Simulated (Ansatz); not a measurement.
```xyz
2
Lattice="0.0000 2.4816 2.4816 2.4816 0.0000 2.4816 2.4816 2.4816 0.0000" Properties=species:S:1:pos:R:3 pbc="T T T"
Na    0.0000    0.0000    0.0000
Cl    2.4816    2.4816    2.4816
```

- orbitals: PBE
- datasets: hard PAW set made for 700 eV
- k mesh: 4×4×4
- empty bands: 81
- response cutoff: 200 eV
- wave cutoff: 700 eV
- frequencies: contour deformation
- q → 0 term: the completed-sum build's own treatment
- band sums: completed

Program: Ansatz. The Kohn-Sham gap (direct at Γ) is 7.08 eV.

Question: By how much does G0W0 change the gap?

Answer: By +3.01 eV, to 10.09 eV. The valence edge moves by -2.43 eV (Z = 0.81) and the conduction edge by +0.58 eV (Z = 0.85).

This ran on a trial build of the method. The cell is a model at fixed atoms and needn't be the relaxed known crystal. The mesh is coarse, so these are values at the stated settings, not converged ones. The response is still cut, so the gap isn't quite at its basis limit. The build that completes the sums treats q → 0 its own way, which shifts gaps on a coarse mesh by up to tenths of an eV. The gap is read on the mesh, and the crystal's band edges can lie off it.
